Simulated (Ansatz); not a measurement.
SrTiO3: pressure against volume

Reference cell: a structure deposited in the COD, its atoms then relaxed with PBE in this cell.

Space group I4/mcm (No. 140); a = 5.5110, c = 7.7960 Å.

| site | Wyckoff | site symmetry | x | y | z |
| --- | --- | --- | --- | --- | --- |
| Sr | 4b | -42m | 0.0000 | 0.5000 | 0.2500 |
| Ti | 4c | 4/m.. | 0.0000 | 0.0000 | 0.0000 |
| O5 | 4a | 422 | 0.0000 | 0.0000 | 0.2500 |
| O7 | 8h | m.2m | 0.2283 | 0.7283 | 0.0000 |

One atom of each set is listed; the run and its k-mesh use a cell of 10 atoms with edges of 5.51, 5.51, 5.51 Å.

Level of theory: DFT, PBE, plane waves and PAW, scalar-relativistic, 420 eV cutoff, Γ-centred 8×8×8 k-points, Fermi–Dirac smearing 0.02 eV (Ansatz 0.2.0).

The cell is scaled uniformly, and the ions relax again at each size.

| V/V₀ | pressure (GPa) | gap on the k-mesh (eV) |
| --- | --- | --- |
| 0.94 | 18.5 | 2.17 |
| 0.96 | ? | ? |
| 0.98 | 9.2 | 2.03 |
| 1.00 | 5.2 | 1.98 |
| 1.02 | 1.5 | 1.94 |
| 1.04 | -1.8 | 1.90 |
| 1.06 | -4.8 | 1.86 |

Task: Estimate the row at V/V₀ = 0.96 and the bulk modulus.

Result: pressure (GPa): 13.6; gap on the k-mesh (eV): 2.10. Worked: a parabola in ln(V/V₀) through the other 6 rows gives 13.6 GPa there. It crosses zero pressure at V/V₀ = 1.029, the equilibrium volume of this functional, where the bulk modulus is B = −dP/d ln V = 171 GPa. The shape of the cell is held, so in this non-cubic crystal both values are those of uniform scaling, and B is an upper bound to the hydrostatic one. The gap falls as the cell grows, by 0.025 eV per per cent of volume.

PBE gaps are too small, by a third to a half in many semiconductors; their changes with volume are better.
